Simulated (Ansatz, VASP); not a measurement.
**One calculation of Al, two programs**

```
Al
1.0
     2.78570    0.00000    0.00000
     0.00000    2.78570    0.00000
     0.00000    0.00000    2.78570
Al
1
Direct
  0.00000 0.00000 0.00000
```

Alike in both runs: task single point; functional LDA; k mesh 13 × 13 × 13; occupations fermi-dirac, width 0.1 eV; no spin polarisation.

```csv
,VASP,Ansatz
version,VASP 6.6.1,Ansatz 0.2.0
potentials or method,"VASP PAW LDA potentials, release 64 (Al)","plane waves (420 eV) with PAW, scalar-relativistic"
plane-wave cutoff (eV),520,420
valence electrons in the cell,3,3
```

|  | VASP | Ansatz | Ansatz less VASP |
| --- | --- | --- | --- |
| pressure (GPa) | -5.5 | -5.5 | -0.01 |

Ansatz warned: «pseudo_functional_mismatch».
